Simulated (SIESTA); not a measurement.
Runs of SIESTA 5.4.2 on Pd. Symmetry: Fm-3m, No. 225, cubic system. The conventional cell has a = 3.893 Å, b = 3.893 Å, c = 3.893 Å, α = 90.00°, β = 90.00°, γ = 90.00°. Around Pd (site symmetry m-3m) lie 12 Pd at 2.75 Å. 

```tsv
task	level	potentials or basis	cell	k mesh	optimiser	force tolerance	stress tolerance (GPa)	energy shift	gap on the mesh (eV)	pressure (GPa)	V0 of scaled cells (Å³/atom)	relaxed volume (Å³/atom)	B0 (GPa)
band structure	PBE	PseudoDojo 0.4 standard (PBE files), DZ (energy shift 0.002 Ry)	as given	12 × 12 × 12	-	-	-	0.002 Ry	none	4.3	-	-	-
band structure	RPBE	PseudoDojo 0.4 standard (PBE files), DZP (energy shift 0.002 Ry)	as given	12 × 12 × 12	-	-	-	0.002 Ry	none	10.5	-	-	-
equation of state	PBEsol	PseudoDojo 0.4 standard (PBEsol files), DZP (energy shift 0.003 Ry; two zetas on semicore shells)	as given	12 × 12 × 12	-	-	-	0.003 Ry	-	-	14.57	-	197
equation of state	LDA	PseudoDojo 0.4 standard (LDA files), DZP (energy shift 0.003 Ry; two zetas on semicore shells)	as given	12 × 12 × 12	-	-	-	0.003 Ry	-	-	14.18	-	220
relaxation of cell and atoms	PBE	PseudoDojo 0.4 standard (PBE files), TZP (energy shift 0.002 Ry)	relaxed	9 × 9 × 9	Broyden	0.01 eV/Å	0.05	0.002 Ry	none	0.0	-	15.29	-
equation of state	PBE	PseudoDojo 0.4 standard (PBE files), DZP (energy shift 0.003 Ry; two zetas on semicore shells)	as given	12 × 12 × 12	-	-	-	0.003 Ry	-	-	15.39	-	155
band structure	PBE	PseudoDojo 0.4 standard (PBE files), SZ (energy shift 0.002 Ry)	as given	12 × 12 × 12	-	-	-	0.002 Ry	none	(a)	-	-	-
band structure	RGE2	PseudoDojo 0.4 standard (PBE files), DZP (energy shift 0.002 Ry)	as given	12 × 12 × 12	-	-	-	0.002 Ry	none	(b)	-	-	-
relaxation of cell and atoms	PBE	PseudoDojo 0.4 standard (PBE files), TZP (energy shift 0.002 Ry)	relaxed	12 × 12 × 12	Broyden	0.04 eV/Å	-	0.002 Ry	none	0.0	-	15.31	-
single point	PBE	PseudoDojo 0.4 standard (PBE files), DZP (energy shift 0.003 Ry; two zetas on semicore shells)	as given	12 × 12 × 12	-	-	-	0.003 Ry	none	7.4	-	-	-
band structure	PBE	PseudoDojo 0.4 standard (PBE files), DZP (energy shift 0.002 Ry)	as given	12 × 12 × 12	-	-	-	0.002 Ry	none	5.8	-	-	-
band structure	PBE	PseudoDojo 0.4 standard (PBE files), DZ (energy shift 0.01 Ry)	as given	12 × 12 × 12	-	-	-	0.01 Ry	none	-0.8	-	-	-
```

Alike in all rows: no spin polarisation; smearing fermi-dirac 0.05 eV; grid cutoff 800 Ry.

Problem. Fill in the values left out.

Solution. (a) 14.0; (b) -2.0.

Caveats: the basis of atomic orbitals isn't converged, which shifts pressures, moduli and gaps; semicore shells carry a single zeta, which can move pressures by several GPa and volumes by a few percent (some runs); the basis has no polarisation orbitals (some runs); the potentials were made for another functional, which shifts forces and pressure (some runs).

A k mesh can miss the band edges, and the runs leave out spin-orbit coupling on Pd.

A gap of «none» marks a metal or a gap under the smearing width.

Not every run made on this cell is shown here.
